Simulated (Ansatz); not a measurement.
# BAs (F-43m): G0W0 against its settings

BAs (started from an entry of an open crystallographic database), relaxed with r2SCAN; one-shot G0W0 in Ansatz without spin-orbit coupling. Spin-unpolarised throughout; all numbers are computed.

Space group F-43m (No. 216). a = 4.784 Å, b = 4.784 Å, c = 4.784 Å, α = 90.00°, β = 90.00°, γ = 90.00°

| atom | site | symmetry | x | y | z |
| --- | --- | --- | --- | --- | --- |
| B | 4a | -43m | 0.0000 | 0.0000 | 0.0000 |
| As | 4d | -43m | 0.2500 | 0.2500 | 0.7500 |

Gaps are read over the mesh points alone. G0W0 values are finite-basis, finite-mesh values.

| start | potentials | frequency model | mesh | empty bands | screening cutoff (eV) | Kohn-Sham gap (eV) | G0W0 gap (eV) |
| --- | --- | --- | --- | --- | --- | --- | --- |
| PBE | PAW | contour deformation | 6×6×6 | 62 | 100 | 1.28 | 1.84 |
| PBE | PAW | contour deformation | 6×6×6 | 150 | 180 | 1.28 | 1.94 |
| PBE | PAW | contour deformation | 6×6×6 | 291 | 260 | 1.28 | 1.97 |
| HSE06 | PAW | contour deformation | 6×6×6 | 150 | 180 | 1.94 | 2.21 |
| r2SCAN | PAW | contour deformation | 6×6×6 | 150 | 180 | 1.47 | 2.06 |
| PBE0 | PAW | contour deformation | 6×6×6 | 150 | 180 | 2.61 | 2.34 |
| PBE | PAW | Godby-Needs pole | 6×6×6 | 150 | 180 | 1.28 | 1.91 |
| PBE | PAW | contour deformation | 8×8×8 | 44 | 80 | 1.20 | 1.68 |
| PBE | norm-conserving | contour deformation | 6×6×6 | 150 | 180 | 1.29 | 1.94 |

The quasiparticle gap on this mesh is 1.97 eV (Γ to Γ–X (0.67 of the way from Γ)), against 1.28 eV from PBE: +0.69 eV. Renormalisation factors Z lie between 0.76 and 0.81.

Raising bands and cutoff together moves the gap by +0.10 eV (100 to 180 eV), then +0.03 eV (180 to 260 eV); the last step is small, which bounds nothing strictly. Starting from HSE06 (1.94 eV against PBE's 1.28 eV) gives 2.21 eV, +0.27 eV from G0W0@PBE at the same screening cutoff. Starting from r2SCAN (1.47 eV against PBE's 1.28 eV) gives 2.06 eV, +0.12 eV from G0W0@PBE at the same screening cutoff. Starting from PBE0 (2.61 eV against PBE's 1.28 eV) gives 2.34 eV, +0.40 eV from G0W0@PBE at the same screening cutoff. The Godby-Needs plasmon pole differs from contour deformation by -0.03 eV. Norm-conserving potentials (wave cutoff 1143 eV against 420 eV) shift the quasiparticle gap by 0.00 eV and the PBE gap by +0.01 eV. r2SCAN runs take a wave cutoff of 500 eV.
